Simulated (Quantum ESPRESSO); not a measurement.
Runs of Quantum ESPRESSO 7.5 on Co. It takes space group P6_3/mmc (No. 194, hexagonal). Conventional cell: a = 2.471 Å, b = 2.471 Å, c = 8.088 Å, α = 90.00°, β = 90.00°, γ = 120.00°. Co (site symmetry -6m2) has 12 Co at 2.47 Å as nearest neighbours. Around Co (site symmetry -3m) lie 12 Co at 2.47 Å. 

```csv
task,level,potentials or basis,k mesh,cutoff (eV),k mesh for the Wannier functions,form of the LDA correlation,gap on the mesh (eV),moment (μB),V0 of scaled cells (Å³/atom),B0 (GPa)
single point,PBE,SSSP 1.3 efficiency PBE,12 × 12 × 4,748,-,-,none,(a),-,-
equation of state,PBEsol,GBRV 1.5 PBEsol,12 × 12 × 4,762,-,-,-,-,(c),(b)
equation of state,PBE,SSSP 1.3 efficiency PBE,12 × 12 × 4,748,-,-,-,-,10.93,211
Wannier functions,PBE,JTH 2.0 PBE,9 × 9 × 3,490,7 × 7 × 2,-,none,6.25,-,-
equation of state,LDA,GBRV 1.5 LDA,10 × 10 × 3,762,-,PZ81,-,-,10.09,270
```

Alike in all rows: spin collinear, ferromagnetic start; cell as given; smearing fermi-dirac 0.05 eV.

Question: Estimate the missing entries.

Answer: (a) 6.74; (b) 238; (c) 10.44.

Caveats: the cell was scaled at fixed shape and fractional positions, which overstates the stiffness of a crystal with free parameters, most of all of layers and chains (some runs); the cutoff is low for these files, which shifts pressure and relaxed volume (some runs); the Wannier minimisation didn't converge (some runs).

A k mesh can miss the band edges.

A gap of «none» marks a metal or a gap under the smearing width.

Not every run made on this cell is shown here.
